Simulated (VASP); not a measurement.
Cs2SnI6, 9 atoms in the cell. It takes space group Fm-3m (No. 225, cubic). The conventional cell has a = 11.644 Å, b = 11.644 Å, c = 11.644 Å, α = 90.00°, β = 90.00°, γ = 90.00°. Cs (site symmetry -43m) has 12 I at 4.12 Å as nearest neighbours. Sn (site symmetry m-3m) is surrounded by 6 I at 2.89 Å. I (site symmetry 4mm) has 1 Sn at 2.89 Å as nearest neighbours. 

- Program: VASP 6.6.1
- Task: relaxation of cell and atoms
- Functional: PBE
- Dispersion: D3(BJ)
- Potentials or basis: VASP PAW PBE potentials, release 64 (Cs_sv, Sn_d, I)
- Cutoff: 600 eV
- k mesh: 6 × 6 × 6
- Occupations: gaussian, width 0.03 eV
- Spin: no spin polarisation
- Further INCAR settings: ALGO = Normal; EDIFF = 1e-07; IBRION = 2; EDIFFG = -0.005; NSW = 90; ISIF = 3

Potentials or basis: VASP PAW PBE potentials, release 64 (Cs_sv, Sn_d, I).

Launch:

```console
$ cat potpaw_PBE.64/Cs_sv/POTCAR potpaw_PBE.64/Sn_d/POTCAR potpaw_PBE.64/I/POTCAR > POTCAR
$ mpirun -np 2 vasp_std > vasp.out
```

Hardware: 2 MPI ranks on Intel(R) Xeon(R) Platinum 8375C CPU @ 2.90GHz (Ice Lake) (shared host).

Task: Estimate the wall time of this run.

Result: It took 6.8 min on 2 MPI ranks on Intel(R) Xeon(R) Platinum 8375C CPU @ 2.90GHz (Ice Lake), with other jobs on the host, peak memory 0.84 GiB a rank. Counts: scf iterations 16, k points 16, ion steps 1.
